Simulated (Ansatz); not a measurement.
Rigid (100) slab of Li, space group Fm-3m (No. 225):

```
Li
1.0
     3.05340    0.00000    0.00000
     0.00000    3.05340    0.00000
     0.00000    0.00000   23.47724
Li
4
Direct
  0.50000 0.50000 0.36205
  0.00000 0.00000 0.45402
  0.50000 0.50000 0.54964
  0.00000 0.00000 0.64185
```

The calculation used Ansatz, DFT PBEsol, scalar-relativistic, plane waves, PAW. Plane waves to 420 eV, a k mesh through Γ of 9×9×1 on the computed 5-atom cell and Gaussian smearing (0.10 eV); no spin polarisation. The cell repeats along c with a dipole correction in the vacuum.

An adatom of F is held over the places (i/4, j/4) of the 1×1 surface cell, counted from the highest atom (Li), and only its height relaxes; one adatom per 9.3 Å².

(1) What is the energy landscape, counted from the lowest point of this grid?

Spin polarisation was left out, and a magnetic state may lie lower.

Results:

(1) Energies in eV:

```
i j=0   j=1   j=2   j=3
0  3.43  2.88  0.77  2.88
1  2.88  2.18  0.17  2.18
2  0.77  0.17  0.00  0.17
3  2.88  2.18  0.17  2.18
```

Heights over the highest slab atom in Å:

```csv
i,j=0,j=1,j=2,j=3
0,1.57,1.31,0.36,1.31
1,1.31,1.00,-0.02,1.00
2,0.36,-0.02,-0.05,-0.02
3,1.31,1.00,-0.02,1.00
```

The reference crystal is the fcc form of Li, which isn't its usual structure.